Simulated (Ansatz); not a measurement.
# CaF2: the cost of one run

Computed with Ansatz 0.2.0 (DFT PBE, scalar-relativistic, plane waves, PAW, unless a step's input says otherwise).

2 further runs of the same task are left out: 2 set aside as unsound or not needed.

### Step 1. The structure to begin with

It takes space group Fm-3m (No. 225, cubic). The conventional cell has a = 5.510 Å, b = 5.510 Å, c = 5.510 Å, α = 90.00°, β = 90.00°, γ = 90.00°. Ca (site symmetry m-3m) is surrounded by 8 F at 2.39 Å. F (site symmetry -43m) is surrounded by 4 Ca at 2.39 Å.

Coordinates:

```cif
data_structure
_symmetry_space_group_name_H-M 'P 1'
_symmetry_Int_Tables_number 1
_cell_length_a 3.8965
_cell_length_b 3.8965
_cell_length_c 3.8965
_cell_angle_alpha 60.000
_cell_angle_beta 60.000
_cell_angle_gamma 60.000
_cell_volume 41.83
loop_
_atom_site_label
_atom_site_type_symbol
_atom_site_fract_x
_atom_site_fract_y
_atom_site_fract_z
_atom_site_occupancy
Ca1 Ca 0.00000 0.00000 0.00000 1
F1 F 0.25000 0.25000 0.25000 1
F2 F 0.75000 0.75000 0.75000 1
```

It is the result of an earlier relaxation at this level (volume 13.94 Å³/atom; gap on the mesh: 7.14 eV).

### Step 2. Static run: bands, density of states and charges

File input.yaml:

```yaml
crystal:
  lattice:
    - [0.0, 2.7552132783, 2.7552132783]
    - [2.7552132783, 0.0, 2.7552132783]
    - [2.7552132783, 2.7552132783, 0.0]
  atoms:
    - { symbol: Ca, position: [0.0, 0.0, 0.0] }
    - { symbol: F, position: [0.25, 0.25, 0.25] }
    - { symbol: F, position: [0.75, 0.75, 0.75] }
basis:
  ecutwfc: 420
kpoints:
  mp_grid: { grid: [8, 8, 8] }
  band_path:
    path:
      - [[0.0, 0.0, 0.0], [0.5, 0.0, 0.5], [0.625, 0.25, 0.625]]
      - [[0.375, 0.375, 0.75], [0.0, 0.0, 0.0], [0.5, 0.5, 0.5], [0.5, 0.25, 0.75], [0.5, 0.0, 0.5]]
    npoints: 14
hamiltonian:
  xc: pbe
scf:
  occupations: { method: gaussian, width: 0.02 }
  n_extra_bands: 7
output:
  forces: true
  stress: true
  eigenvalues: true
  populations: true
  dos: { projected: true, de: 0.02, nscf_kmesh: { grid: [12, 12, 12] } }
  bader: true
```

On the command line:

```bash
$ ansatz run input.yaml --threads 1 --pin off --max-ram 2560MiB --backend cpu --events-out ev --progress --plain --runs-dir out
```

**Question.** How long does this run take on 1 thread of Arm Neoverse V1, shared host, and how much memory does it need?

About 14 s, with a peak of 0.28 GiB.
